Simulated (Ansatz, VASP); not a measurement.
One calculation of Si5W2, two programs

```
CELL_PARAMETERS angstrom
3.22929 0.00000 0.00000
0.00000 3.22929 0.00000
0.00000 0.00000 21.93730
ATOMIC_POSITIONS crystal
Si 0.00000 0.00000 0.18234
Si 0.00000 0.00000 0.30099
Si 0.50000 0.50000 0.35901
Si 0.50000 0.50000 0.47578
Si 0.87500 0.00000 0.54214
W 0.50000 0.50000 0.24166
W 0.00000 0.00000 0.41784
```

Alike in both runs: functional PBE; k mesh 8 × 8 × 1; occupations gaussian, width 0.1 eV; no spin polarisation.

Ansatz relaxed the structure, and its values are those at the end. VASP's run is a single point on that final structure, the one shown.

```csv
,VASP,Ansatz
version,VASP 6.6.1,Ansatz 0.2.0
potentials or method,"VASP PAW PBE potentials, release 64 (Si, W_sv)","scalar-relativistic, plane waves, PAW"
plane-wave cutoff (eV),520,420
valence electrons in the cell,48,48
```

Ansatz gave:

```
gap on the k mesh at the Fermi level (eV)  : none
rms of the force components (eV/Å)         : 0.243
work function, face that differs most (eV) : 4.56
```

**Question.** Estimate VASP's values.

**Answer.** gap on the k mesh at the Fermi level (eV): none; rms of the force components (eV/Å): 0.242; work function, face that differs most (eV): 4.57.

A gap of «none» marks a metal or a gap that the smearing closes. The functional is the same, so the differences come from potentials, cutoffs and numerics.

Spin-orbit coupling is left out, which matters for the levels of W.
